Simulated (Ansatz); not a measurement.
The system is PbO2.

```
CELL_PARAMETERS angstrom
0.00000 2.70199 2.70199
2.70199 0.00000 2.70199
2.70199 2.70199 0.00000
ATOMIC_POSITIONS crystal
Pb 0.00000 0.00000 0.00000
O 0.75000 0.75000 0.75000
O 0.25000 0.25000 0.25000
```

The cell comes from a database or a generator and needn't be the stable form of this composition.

- Program: Ansatz 0.2.0
- Task: relaxation of cell and atoms
- Functional: BLYP
- Potentials or basis: Ansatz PAW
- Cutoff: 420 eV (not typed: the program's choice for these potentials)
- k mesh: 9 × 9 × 9
- Occupations: fermi-dirac, width 0.05 eV
- Spin: no spin polarisation

At the start: volume 13.15 Å³/atom.

Question: How do energy, volume and symmetry change on relaxing?

Answer: It ends after 7 steps and the volume is 13.82 Å³/atom (+5.1 %); space group Fm-3m (No. 225, to 0.05 Å).

Step by step:
```csv
step,energy change (eV),largest force (eV/Å),volume (Å³)
1,0.0000,0.0000,39.45
2,-0.0240,0.0000,41.76
3,-0.0275,0.0000,41.36
4,-0.0277,0.0000,41.32
5,-0.0385,0.0000,41.32
6,-0.0381,0.0000,41.45
7,-0.0387,0.0000,41.45
```

Final structure:
```
CELL_PARAMETERS angstrom
0.00000 2.74679 2.74679
2.74679 0.00000 2.74679
2.74679 2.74679 0.00000
ATOMIC_POSITIONS crystal
Pb 0.00000 0.00000 0.00000
O 0.75000 0.75000 0.75000
O 0.25000 0.25000 0.25000
```

Caveat: the plane-wave basis is chosen anew once the cell has moved, so the energies of steps on either side of that aren't comparable; the pressure holds a Pulay correction of +0.7 GPa for the finite cutoff; the PAW data sets come from PBE, with cores solved anew for the run's functional, which leaves a small shift of forces and pressure.
